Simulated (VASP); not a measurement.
# CO2 (P4_2/mnm) in VASP: further runs, part 2 of 2

VASP 6.6.1.

## (4) Single point, r2SCAN

INCAR

```
PREC = Accurate
ENCUT = 460
EDIFF = 1E-6
ISMEAR = 0
SIGMA = 0.2
LREAL = False
LASPH = True
NELM = 100
ALGO = Normal
ISIF = 2
LWAVE = False
LCHARG = False
METAGGA = R2SCAN
LMIXTAU = True
ADDGRID = False
```

KPOINTS

```
regular mesh
0
Gamma
  6 6 5
```

POSCAR

```
CO2
1.0
    4.2272127900      0.0000000000      0.0000000000
    0.0000000000      4.2272127900      0.0000000000
    0.0000000000      0.0000000000      4.6877715900
O C
4 2
Direct
    0.8048268600      0.8048268600      0.0000000000
    0.1951731400      0.1951731400      0.0000000000
    0.6951731400      0.3048268600      0.5000000000
    0.3048268600      0.6951731400      0.5000000000
    0.0000000000      0.0000000000      0.0000000000
    0.5000000000      0.5000000000      0.5000000000
```

Potentials or basis: VASP PAW PBE potentials, release 64 (O, C).

Started as:

```bash
$ cat potpaw_PBE.64/O/POTCAR potpaw_PBE.64/C/POTCAR > POTCAR
$ mpirun -np 1 vasp_std > vasp.out
```

OUTCAR:

```text
PREC = Accurate
   ENCUT = 460
   EDIFF = 1E-6
   ISMEAR = 0
   LREAL = False
   LASPH = True
   NELM = 100
   ISIF = 2
   METAGGA = R2SCAN

 Found     30 irreducible k-points:

 Following reciprocal coordinates:
            Coordinates               Weight
  0.000000  0.000000  0.000000      1.000000
  0.166667  0.000000  0.000000      4.000000
  0.333333  0.000000  0.000000      4.000000
  0.500000  0.000000  0.000000      2.000000
  0.166667  0.166667  0.000000      4.000000
  0.333333  0.166667  0.000000      8.000000
   k-points           NKPTS =     30   k-points in BZ     NKDIM =     30   number of bands    NBANDS=     20
   number of dos      NEDOS =    301   number of ions     NIONS =      6
   total plane-waves  NPLWV =  32400
   dimension x,y,z NGX =    30 NGY =   30 NGZ =   36
   dimension x,y,z NGXF=    60 NGYF=   60 NGZF=   72
   ions per type =               4   2
   NGX,Y,Z   is equivalent  to a cutoff of  11.80, 11.80, 12.77 a.u.
   NGXF,Y,Z  is equivalent  to a cutoff of  23.60, 23.60, 25.53 a.u.
 SYSTEM =  unknown system
   PREC   = accura    normal or accurate (medium, high low for compatibility)
   ISTART =      0    job   : 0-new  1-cont  2-samecut
   ICHARG =      2    charge: 1-file 2-atom 10-const
[... 61 lines left out ...]
 Fermi energy:        -2.6435485185

 k-point     1 :       0.0000    0.0000    0.0000
  band No.  band energies     occupation
      1     -25.6130      2.00000
      2     -25.3154      2.00000
      3     -24.3074      2.00000
      4     -24.3074      2.00000
      5      -9.5244      2.00000
      6      -9.1448      2.00000
[... 127 lines left out ...]
     19       5.1158      0.00000
     20       5.3720      0.00000

 [... further k-points ...]

------------------------ aborting loop because EDIFF is reached ----------------------------------------

  FORCE on cell =-STRESS in cart. coord.  units (eV):
  Direction    XX          YY          ZZ          XY          YZ          ZX
  --------------------------------------------------------------------------------------
  -------------------------------------------------------------------------------------
  Total       -0.1382293     -0.1382293     -0.4142667     -0.0000000      0.0000000      0.0000000
  in kB       -2.6438448     -2.6438448     -7.9234795     -0.0000000      0.0000000      0.0000000
  external PRESSURE =      -4.4037230 kB  Pullay stress =       0.0000000 kB

 VOLUME and BASIS-vectors are now :
 -----------------------------------------------------------------------------
  energy-cutoff  :      460.00
  volume of cell :       83.77
      direct lattice vectors                 reciprocal lattice vectors
     4.227212790  0.000000000  0.000000000     0.236562494  0.000000000  0.000000000
     0.000000000  4.227212790  0.000000000     0.000000000  0.236562494  0.000000000
     0.000000000  0.000000000  4.687771590     0.000000000  0.000000000  0.213320974

 POSITION                                       TOTAL-FORCE (eV/Angst)
 -----------------------------------------------------------------------------------
      3.40217      3.40217      0.00000        -0.040950     -0.040950     -0.000000
      0.82504      0.82504      0.00000         0.040950      0.040950      0.000000
      2.93864      1.28857      2.34389         0.040950     -0.040950     -0.000000
      1.28857      2.93864      2.34389        -0.040950      0.040950      0.000000
      0.00000      0.00000      0.00000         0.000000      0.000000      0.000000
      2.11361      2.11361      2.34389         0.000000      0.000000      0.000000
 -----------------------------------------------------------------------------------
    total drift:                                0.000000      0.000000      0.000000

  FREE ENERGIE OF THE ION-ELECTRON SYSTEM (eV)
  ---------------------------------------------------
  free  energy   TOTEN  =       -51.4849112115 eV

  energy  without entropy=      -51.4849112115  energy(sigma->0) =      -51.48491121
```

OSZICAR:

```text
N       E                     dE             d eps       ncg     rms          rms(c)
DAV:   1     0.176725550031E+03    0.17673E+03   -0.16496E+04  1200   0.136E+03
DAV:   2    -0.536118946886E+02   -0.23034E+03   -0.22239E+03  1716   0.318E+02
DAV:   3    -0.652236218196E+02   -0.11612E+02   -0.11569E+02  1392   0.789E+01
[... 11 lines left out ...]
DAV:  15    -0.514832821496E+02   -0.12872E-01   -0.40680E-03  1292   0.724E-01    0.853E-02
DAV:  16    -0.514845046512E+02   -0.12225E-02   -0.10727E-03  1308   0.355E-01    0.525E-02
DAV:  17    -0.514839060005E+02    0.59865E-03   -0.77721E-04  1280   0.298E-01    0.260E-02
DAV:  18    -0.514848696306E+02   -0.96363E-03   -0.15857E-04  1312   0.167E-01    0.148E-02
DAV:  19    -0.514849103283E+02   -0.40698E-04   -0.17410E-05  1404   0.480E-02    0.970E-03
DAV:  20    -0.514849112115E+02   -0.88322E-06   -0.87516E-06  1336   0.305E-02
   1 F= -.51484911E+02 E0= -.51484911E+02  d E =-.120328E-11
```

stdout:

```text
POSCAR found type information on POSCAR O C
 POSCAR found :  2 types and       6 ions
 scaLAPACK will be used
 -----------------------------------------------------------------------------
|                                                                             |
|                                                                             |
|     You enforced a specific xc type in the INCAR file but a different       |
|     I HOPE YOU KNOW WHAT YOU ARE DOING!                                     |
|                                                                             |
 -----------------------------------------------------------------------------

 LDA part: xc-table for (None), standard interpolation
 POSCAR, INCAR and KPOINTS ok, starting setup
 FFT: planning ... GRIDC
 FFT: planning ... GRID_SOFT
 FFT: planning ... GRID
 WAVECAR not read
 entering main loop
```

Run time: 84 s. Hardware: 1 thread of Intel Xeon 6975P-C (Granite Rapids), shared host; peak memory 0.19 GiB.

These settings aren't checked as converged: the numbers below hold their error.

Results:

```yaml
Free_energy: -51.4849 eV
Pressure: -0.4 GPa
Largest_force: 0.058 eV/Å
Band_gap_on_the_k_mesh: 7.16 eV, indirect (least direct gap 7.64 eV)
```

Caveat: the cutoff is under 1.25 times the usual one of these potentials, so pressure, stress and relaxed cells hold a basis-set (Pulay) error; the standard files for N, O and F lose accuracy on very short bonds; the PAW data sets were made with another functional, which shifts forces and pressure a little; an odd mesh through Γ misses points on the zone boundary, where band edges often lie.

## (5) Single point, r2SCAN

INCAR is that of step 4.

KPOINTS is that of step 4.

POSCAR

```
CO2
1.0
    4.2272127900      0.0000000000      0.0000000000
    0.0000000000      4.2272127900      0.0000000000
    0.0000000000      0.0000000000      4.6877715900
O C
4 2
Direct
    0.7998550000      0.8106260000     -0.0015650000
    0.2049920000      0.2030910000     -0.0012650000
    0.6721320000      0.3073690000      0.5000860000
    0.3101930000      0.6757250000      0.4907480000
   -0.0081430000      0.0098620000     -0.0042660000
    0.4753520000      0.5019460000      0.5043420000
```

Started as:

```bash
$ cat potpaw_PBE.64/O/POTCAR potpaw_PBE.64/C/POTCAR > POTCAR
$ mpirun -np 1 vasp_std > vasp.out
```

Wall time 4.1 min (1 thread of Intel Xeon 6975P-C (Granite Rapids), shared host); peak memory 0.24 GiB.

These settings aren't checked as converged: the numbers below hold their error.

What came out:

```
Free energy            : -49.6747 eV
Pressure               : 13.6 GPa
Largest force          : 26.348 eV/Å
Band gap on the k mesh : 7.03 eV, indirect (least direct gap 7.43 eV)
```

Caveat: the cutoff is under 1.25 times the usual one of these potentials, so pressure, stress and relaxed cells hold a basis-set (Pulay) error; the standard files for N, O and F lose accuracy on very short bonds; the PAW data sets were made with another functional, which shifts forces and pressure a little; an odd mesh through Γ misses points on the zone boundary, where band edges often lie.

## (6) Single point, r2SCAN

INCAR: that of step 5 with these lines changed.

```diff
@@ -4,3 +4,3 @@
 ISMEAR = 0
-SIGMA = 0.2
+SIGMA = 0.01
 LREAL = False
```

KPOINTS is that of step 5.

POSCAR

```
CO2
1.0
    4.2272127900      0.0000000000      0.0000000000
    0.0000000000      4.2272127900      0.0000000000
    0.0000000000      0.0000000000      4.6877715900
O C
4 2
Direct
    0.8048268600      0.8048268600      0.0000000000
    0.1951731400      0.1951731400      0.0000000000
    0.6951731400      0.3048268600      0.5000000000
    0.3048268600      0.6951731400      0.5000000000
    0.0000000000      0.0000000000      0.0000000000
    0.5000000000      0.5000000000      0.5000000000
```

Potentials or basis: VASP PAW PBE potentials, release 64 (O, C).

Started as:

```bash
$ cat potpaw_PBE.64/O/POTCAR potpaw_PBE.64/C/POTCAR > POTCAR
$ mpirun -np 1 vasp_std > vasp.out
```

Run time: 83 s. Hardware: 1 thread of Intel Xeon 6975P-C (Granite Rapids), shared host; peak memory 0.19 GiB.

These settings aren't checked as converged: the numbers below hold their error.

Results:

- Free energy: -51.4849 eV
- Pressure: -0.4 GPa
- Largest force: 0.058 eV/Å
- Band gap on the k mesh: 7.16 eV, indirect (least direct gap 7.64 eV)

Caveat: the cutoff is under 1.25 times the usual one of these potentials, so pressure, stress and relaxed cells hold a basis-set (Pulay) error; the standard files for N, O and F lose accuracy on very short bonds; the PAW data sets were made with another functional, which shifts forces and pressure a little; an odd mesh through Γ misses points on the zone boundary, where band edges often lie.

## (7) The reference run

An earlier run on the cell as given: functional PBE; potentials or basis VASP PAW PBE potentials, release 64 (O, C); cutoff 520 eV; k mesh 6 × 6 × 6; occupations fermi-dirac, width 0.05 eV; no spin polarisation.

* Pressure: 4.1 GPa
* Largest force: 0.780 eV/Å
* Band gap on the k mesh: 6.57 eV, indirect (least direct gap 7.04 eV)
